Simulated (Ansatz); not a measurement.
MgS (h-MgO type), relaxed with r2SCAN, was run in the PAW code Ansatz under altered settings. All numbers are computed, without spin polarisation but where a row says otherwise.

```
Mg S
1.0
     4.29554    0.00000    0.00000
    -2.14777    3.72005    0.00000
     0.00000    0.00000    5.28509
Mg S
2 2
Direct
  0.33333 0.66667 0.25000
  0.66667 0.33333 0.75000
  0.66667 0.33333 0.25000
  0.33333 0.66667 0.75000
```

The base run's other keys:
```yaml
kpoints:
  mp_grid: { grid: [6, 6, 2] }
hamiltonian:
  xc: hse06
scf:
  occupations: { method: fixed }
  n_extra_bands: 5
```

It takes 11 iterations with 1607 plane waves at 420 eV and 14 k points, and leaves a mean stress of -0.06 GPa. The gap over this mesh is 4.005 eV. It ran on 4 threads of Arm Neoverse N1, with other jobs on the host.

Outcomes, with energy and stress as changes against the base:

| setting | outcome | ΔF (meV/atom) | Δ mean stress (GPa) | gap on the mesh (eV) | iterations | wall time |
| --- | --- | --- | --- | --- | --- | --- |
| PBE hybrid, exx coeff 1.0, omega 0.5 1/Å | converged | – | -1.9 | 5.061 | 17 | 22 s |
| scf.exx.singularity: wigner_seitz | converged | 0.0 | 0.0 | 4.005 | 11 | 15 s |
| scf.mixing.ndim: 30 | converged | 0.0 | 0.0 | 4.005 | 11 | 16 s |

A dash marks a value that wasn't obtained or can't be compared. Stress is positive in compression. The base took 17 s. The base's mesh is coarse for a hybrid, so its own values aren't converged.

- PBE hybrid, exx coeff 1.0, omega 0.5 1/Å. That is 100 % exact exchange, screened with ω = 0.5 1/Å, against HSE06's 25 % screened at 0.208 1/Å. The mean stress moves by -1.9 GPa and the gap on the mesh by +1.055 eV (to 5.061). Totals of different functionals aren't comparable.

Within 1 meV an atom, 0.1 GPa and 0.005 eV of the base stay: scf.exx.singularity: wigner_seitz; scf.mixing.ndim: 30.

The stress of a hybrid is loosely converged in these runs.

The meshes of the hybrids are coarse, so their gaps aren't converged to the digits shown.
